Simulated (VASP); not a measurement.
**BeTe in VASP 6.6.1, single-point calculation**

INCAR

```
LASPH = .TRUE.
LCHARG = .FALSE.
GGA = PE
NELM = 69
LREAL = .FALSE.
ISIF = 2
ISMEAR = -1
ENCUT = 520
PREC = Single
SIGMA = 0.02
LWAVE = .FALSE.
NBANDS = 11
IBRION = -1
NSW = 0
EDIFF = 1E-7
```

KPOINTS

```
KPOINTS created by Atomic Simulation Environment
0
Monkhorst-Pack
8 8 8
0 0 0
```

POSCAR

```
Be Te
 1.0000000000000000
     0.0000000000000000    2.8286236254544539    2.8286236254544539
     2.8286236254544539    0.0000000000000000    2.8286236254544539
     2.8286236254544539    2.8286236254544539    0.0000000000000000
 Be  Te
   1   1
Cartesian
  0.0000000000000000  0.0000000000000000 -0.0000000000000000
  1.4143118127272269  1.4143118127272269  1.4143118127272269
```

The recommended PBE PAW datasets give the neutral cell 8 valence electrons.

Command

```
mpirun -np 1 vasp_std
```

Task: How does this run end, and what does it give?

Result: It converged. Results: gap between bands v and c on the k mesh 2.20 eV; least direct gap on the k mesh 3.66 eV; pressure 0.3 GPa. Band v is the last that the valence electrons fill when counted band by band, and c is the next.

OSZICAR

```
N       E                     dE             d eps       ncg     rms          rms(c)
DAV:   1     0.192297169043E+02    0.19230E+02   -0.32388E+03  1320   0.581E+02
DAV:   2    -0.656640444312E+01   -0.25796E+02   -0.24629E+02  1687   0.921E+01
DAV:   3    -0.773524763557E+01   -0.11688E+01   -0.11665E+01  1728   0.206E+01
DAV:   4    -0.774776490633E+01   -0.12517E-01   -0.12516E-01  1582   0.242E+00
DAV:   5    -0.774802319910E+01   -0.25829E-03   -0.25829E-03  1712   0.338E-01    0.405E+00
DAV:   6    -0.765269056126E+01    0.95333E-01   -0.11157E-01  1545   0.134E+00    0.243E+00
DAV:   7    -0.762388387032E+01    0.28807E-01   -0.96516E-02  1591   0.136E+00    0.458E-01
DAV:   8    -0.762457399000E+01   -0.69012E-03   -0.59278E-03  1503   0.441E-01    0.760E-02
DAV:   9    -0.762482155372E+01   -0.24756E-03   -0.32048E-04  1597   0.105E-01    0.296E-02
DAV:  10    -0.762488476755E+01   -0.63214E-04   -0.78463E-05  1480   0.456E-02    0.153E-02
DAV:  11    -0.762488692796E+01   -0.21604E-05   -0.24354E-06  1780   0.915E-03    0.107E-02
DAV:  12    -0.762488928020E+01   -0.23522E-05   -0.50850E-06  1416   0.129E-02    0.703E-03
DAV:  13    -0.762488935168E+01   -0.71478E-07   -0.36900E-08  1711   0.142E-03
   1 F= -.76248894E+01 E0= -.76248894E+01  d E =-.737063E-11
```

These settings aren't sound, so the numbers aren't properties of the crystal. The shifted mesh misses Γ, so a band edge there is missed.

On sound settings PBE gives a gap of 2.01 eV on its mesh and a pressure of 0.3 GPa for the intended cell.
